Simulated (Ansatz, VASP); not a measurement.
Given: the input of a run of Ansatz 0.2.0 on Ge (Germanium). 

input.yaml

```yaml
crystal:
  lattice:
    - [0.0, 2.82891, 2.82891]
    - [2.82891, 0.0, 2.82891]
    - [2.82891, 2.82891, 0.0]
  atoms:
    - { symbol: Ge, position: [0.75, 0.75, 0.75] }
    - { symbol: Ge, position: [0.5, 0.5, 0.5] }
hamiltonian:
  xc: revpbe
  pseudopotentials: { kind: paw }
  dispersion: d4
kpoints:
  mp_grid: { grid: [8, 8, 8] }
scf:
  occupations: { method: fermi_dirac, width: 0.05 }
output:
  forces: true
  stress: true
relax:
  f_tol: 0.01
  max_steps: 40
  cell: { stress_tol: 0.05 }
```

Potentials or basis: Ansatz PAW.

Launch:

```sh
$ ansatz run input.yaml --threads 2 --pin off --max-ram 5632MiB --backend cpu --events-out ev --progress --plain --runs-dir out
```

Q: What does the same run look like in VASP 6.6.1? Potentials or basis there: PBE PAW files Ge_d, 600 eV.

A: As run (cutoffs and basis follow the program's own potentials, and thresholds, step limits or extra output files can differ):

The input INCAR:

```
SYSTEM = Ge
PREC = Accurate ; ENCUT = 600
EDIFF = 1E-6 ; ISMEAR = -1
SIGMA = 0.05 ; LREAL = .False.
LASPH = .True. ; NELM = 100
ALGO = Fast ; ISIF = 3
LWAVE = .False. ; LCHARG = .False.
GGA = RE ; IVDW = 13
IBRION = 2 ; NSW = 60
EDIFFG = -0.005
```

The input KPOINTS:

```
regular mesh
0
Gamma
  8 8 8
  0 0 0
```

The input POSCAR:

```
Ge
1.0
    0.0000000000      2.8289100000      2.8289100000
    2.8289100000      0.0000000000      2.8289100000
    2.8289100000      2.8289100000      0.0000000000
Ge
2
Direct
    0.7500000000      0.7500000000      0.7500000000
    0.5000000000      0.5000000000      0.5000000000
```

Potentials or basis: VASP PAW PBE potentials, release 64 (Ge_d).

The run is started by

```console
$ cat potpaw_PBE.64/Ge_d/POTCAR > POTCAR
$ mpirun -np 1 vasp_std > vasp.out
```

Both were run:

|  | Ansatz | VASP |
| --- | --- | --- |
| Relaxed volume | 22.94 Å³/atom | 22.91 Å³/atom |
| Relaxed cell | a = 4.018 Å, b = 4.018 Å, c = 4.018 Å, α = 60.00°, β = 60.00°, γ = 60.00° | a = 4.017 Å, b = 4.017 Å, c = 4.017 Å, α = 60.00°, β = 60.00°, γ = 60.00° |
| Space group after relaxing | Fd-3m (No. 227) | Fd-3m (No. 227) |
| Pressure after relaxing | 0.0 GPa | 0.0 GPa |

Ansatz's pressure holds a Pulay term of +0.03 GPa for its cutoff of 420 eV, which the other run lacks.

Ansatz's potentials were made for PBE. VASP's potentials were made for PBE.

Where Ansatz's input types no cutoff or centring, it takes its own default and a Γ-centred mesh.

Pressure is positive in compression.
